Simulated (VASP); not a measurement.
Runs of VASP 6.6.1 on ZnS. The structure is cubic, space group F-43m (No. 216). The conventional cell has a = 5.404 Å, b = 5.404 Å, c = 5.404 Å, α = 90.00°, β = 90.00°, γ = 90.00°. Zn (site symmetry -43m) has 4 S at 2.34 Å as nearest neighbours. S (site symmetry -43m) is surrounded by 4 Zn at 2.34 Å. 

```csv
task,level,potentials or basis,cell,k mesh,cutoff (eV),smearing,ladder,gap on the mesh (eV),pressure (GPa),relaxed volume (Å³/atom)
band structure,BLYP,"VASP PAW PBE potentials, release 64 (Zn, S)",as given,9 × 9 × 9,520,fermi-dirac 0.05 eV,-,(a),-,-
relaxation of cell and atoms,AM05,"VASP PAW PBE potentials, release 64 (Zn, S)",relaxed,9 × 9 × 9,600,fermi-dirac 0.05 eV,-,2.17,0.0,19.40
relaxation of cell and atoms,revPBE,"VASP PAW PBE potentials, release 64 (Zn, S)",relaxed,9 × 9 × 9,600,fermi-dirac 0.05 eV,-,2.02,-0.1,20.77
band structure,PBE,"VASP PAW PBE potentials, release 54 (Zn, S)",as given,9 × 9 × 9,500,fermi-dirac 0.05 eV,-,2.11,(c),-
relaxation of cell and atoms,PBE+D4,"VASP PAW PBE potentials, release 64 (Zn, S)",relaxed,9 × 9 × 9,600,fermi-dirac 0.05 eV,-,2.17,0.0,19.48
relaxation of cell and atoms,PBE,"VASP PAW PBE potentials, release 64 (Zn, S_h)",relaxed,9 × 9 × 9,980,fermi-dirac 0.05 eV,-,(b),-0.1,20.23
relaxation of cell and atoms,BLYP,"VASP PAW PBE potentials, release 64 (Zn, S)",relaxed,9 × 9 × 9,600,fermi-dirac 0.05 eV,-,1.77,0.0,21.29
band structure,TB-mBJ,"VASP PAW PBE potentials, release 64 (Zn, S)",as given,10 × 10 × 10,520,gaussian 0.02 eV,gaps,(d),-,-
```

Alike in all rows: no spin polarisation.

Problem. Fill in the values left out.

Solution. (a) 2.13; (b) 2.00; (c) 1.8; (d) 3.70.

Caveats: the PAW data sets were made with another functional, which shifts forces and pressure a little (some runs); an odd mesh through Γ misses points on the zone boundary, where band edges often lie (some runs).

Not every run made on this cell is shown here.
